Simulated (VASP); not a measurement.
## ZnS in VASP 6.6.1, single-point calculation

INCAR

```
IBRION = -1
NSW = 0
EDIFF = 1E-7
NBANDS = 16
GGA = PE
SIGMA = 0.02
LCHARG = .FALSE.
PREC = Accurate
LREAL = .FALSE.
LASPH = .TRUE.
ALGO = All
ENCUT = 520
ISMEAR = -1
NELM = 120
ISIF = 2
LWAVE = .FALSE.
```

KPOINTS

```
KPOINTS created by Atomic Simulation Environment
0
Gamma
10 10 10
0 0 0
```

POSCAR

```
Zn S
 1.0000000000000000
    -0.1131538066000000    2.6886954582000002    2.6886954582000002
     2.6886954582000002   -0.1131538066000000    2.6886954582000002
     2.6886954582000002    2.6886954582000002   -0.1131538066000000
 Zn  S
   1   1
Cartesian
 -0.0174340777185392 -0.0174340777185392 -0.0174340777185392
  1.3334933551685391  1.3334933551685391  1.3334933551685393
```

The recommended PBE PAW datasets give the neutral cell 18 valence electrons.

Command

```
mpirun -np 1 vasp_std
```

OSZICAR

```
N       E                     dE             d eps       ncg     rms           ort
DAV:   1     0.890085159931E+02    0.89009E+02   -0.95114E+03  1856   0.150E+03
DAV:   2    -0.125525073719E+01   -0.90264E+02   -0.84537E+02  1856   0.259E+02
DAV:   3    -0.718954644888E+01   -0.59343E+01   -0.59099E+01  1856   0.642E+01
DAV:   4    -0.725314444963E+01   -0.63598E-01   -0.63582E-01  1856   0.693E+00
DAV:   5    -0.725392479821E+01   -0.78035E-03   -0.78033E-03  1856   0.727E-01
SDA:   6    -0.616708909662E+01    0.10868E+01   -0.78033E-03  1856   0.291E+01   0.000E+00
CGA:   7    -0.667899904873E+01   -0.51191E+00   -0.51327E+00  1856   0.422E+00   0.226E-01
CGA:   8    -0.679486421080E+01   -0.11587E+00   -0.11593E+00  1856   0.494E-01  -0.584E-03
CGA:   9    -0.681669649576E+01   -0.21832E-01   -0.21812E-01  1856   0.711E-02   0.880E-04
CGA:  10    -0.681855817392E+01   -0.18617E-02   -0.18622E-02  1856   0.241E-02  -0.237E-04
CGA:  11    -0.681914353023E+01   -0.58536E-03   -0.58528E-03  1856   0.157E-03   0.664E-05
CGA:  12    -0.681920401853E+01   -0.60488E-04   -0.60185E-04  1856   0.180E-04   0.202E-05
CGA:  13    -0.681920933864E+01   -0.53201E-05   -0.53793E-05  1856   0.723E-05  -0.127E-05
CGA:  14    -0.681921096734E+01   -0.16287E-05   -0.16326E-05  1856   0.916E-06   0.392E-06
SDA:  15    -0.681921122514E+01   -0.25780E-06   -0.25432E-06  1856   0.338E-06   0.303E-06
SDA:  16    -0.681921133512E+01   -0.10998E-06   -0.12052E-06  1856   0.279E-06  -0.102E-06
SDA:  17    -0.681921135971E+01   -0.24592E-07   -0.35369E-07  1856   0.408E-07   0.788E-07
   1 F= -.68192114E+01 E0= -.68192114E+01  d E =-.848803E-11
```

From OUTCAR

```
k-points           NKPTS =    116   k-points in BZ     NKDIM =    116   number of bands    NBANDS=     16

   NELECT =      18.0000    total number of electrons

   dimension x,y,z NGX =    28 NGY =   28 NGZ =   28
   dimension x,y,z NGXF=    56 NGYF=   56 NGZF=   56

  energy-cutoff  :      520.00
  volume of cell :       41.33
      direct lattice vectors                 reciprocal lattice vectors
    -0.113153807  2.688695458  2.688695458    -0.174617742  0.182289395  0.182289395
     2.688695458 -0.113153807  2.688695458     0.182289395 -0.174617742  0.182289395
     2.688695458  2.688695458 -0.113153807     0.182289395  0.182289395 -0.174617742

 k-points in reciprocal lattice and weights: KPOINTS created by Atomic Simulation Env
   0.00000000  0.00000000  0.00000000       0.001
   0.10000000  0.00000000  0.00000000       0.006
   0.20000000  0.00000000  0.00000000       0.006
   0.30000000  0.00000000  0.00000000       0.006
   0.40000000 -0.00000000 -0.00000000       0.006
   0.50000000  0.00000000  0.00000000       0.003
   0.10000000  0.10000000  0.00000000       0.006
   0.20000000  0.10000000  0.00000000       0.012
   ...

 E-fermi :   2.2144

 k-point     1 :       0.0000    0.0000    0.0000
  band No.  band energies     occupation
      1     -11.1350      2.00000
      2      -4.4836      2.00000
      3      -4.4836      2.00000
      4      -4.4628      2.00000
      5      -4.0370      2.00000
      6      -4.0370      2.00000
      7       1.6008      2.00000
      8       1.6008      2.00000
      9       1.8469      2.00000
     10       3.5467      0.00000
     11       7.8714      0.00000
     12       7.8714      0.00000
     13       8.7270      0.00000
     14      13.3251      0.00000
     15      13.4151      0.00000
     16      13.4151      0.00000

 k-point     2 :       0.1000    0.0000    0.0000
  band No.  band energies     occupation
      1     -11.0679      2.00000
      2      -4.4813      2.00000
      3      -4.4708      2.00000
      4      -4.4511      2.00000
      5      -4.0388      2.00000
      6      -4.0370      2.00000
      7       0.8357      2.00000
      8       1.5187      2.00000
      9       1.7467      2.00000
     10       4.1752      0.00000
     11       7.8631      0.00000
     12       8.0398      0.00000
     13       8.7994      0.00000
     14      12.9424      0.00000
     15      13.0658      0.00000
     16      13.9221      0.00000

 k-point     3 :       0.2000    0.0000    0.0000
  band No.  band energies     occupation
      1     -10.8834      2.00000
      2      -4.4606      2.00000
      3      -4.4388      2.00000
      4      -4.4204      2.00000
      5      -4.0410      2.00000
      6      -4.0341      2.00000
      7      -0.4638      2.00000
      8       1.3178      2.00000
      9       1.5379      2.00000
     10       4.9036      0.00000
     11       8.0624      0.00000
     12       8.4101      0.00000
     13       9.0313      0.00000
     14      12.4261      0.00000
     15      12.8271      0.00000
     16      14.1783      0.00000

 ...

  Total       -0.3780679     -0.3780679     -0.3780679      0.4709687      0.4709687      0.4709687
  in kB      -14.6573503    -14.6573503    -14.6573503     18.2590295     18.2590295     18.2590295
  external PRESSURE =     -14.6573503 kB  Pullay stress =       0.0000000 kB

 POSITION                                       TOTAL-FORCE (eV/Angst)
 -----------------------------------------------------------------------------------
      5.24680      5.24680      5.24680        -0.011728     -0.011728     -0.011728
      1.33349      1.33349      1.33349         0.011728      0.011728      0.011728
 -----------------------------------------------------------------------------------
    total drift:                               -0.000171     -0.000171     -0.000170

  FREE ENERGIE OF THE ION-ELECTRON SYSTEM (eV)
  ---------------------------------------------------
  free  energy   TOTEN  =        -6.8192113597 eV

  energy  without entropy=       -6.8192113597  energy(sigma->0) =       -6.81921136
```

It converged. Results: gap between bands v and c on the k mesh 1.70 eV; least direct gap on the k mesh 1.70 eV; pressure -1.5 GPa; largest force 0.02 eV/Å. Band v is the last that the valence electrons fill when counted band by band, and c is the next.

For comparison, a separate PBE run of the intended cell, on usual settings and not on those above, gives a gap of 1.70 eV on its mesh and a pressure of -1.4 GPa.

The run above took about 50 s on one core of a shared host (Intel Xeon Platinum 8488C) and held 0.27 GiB at most.
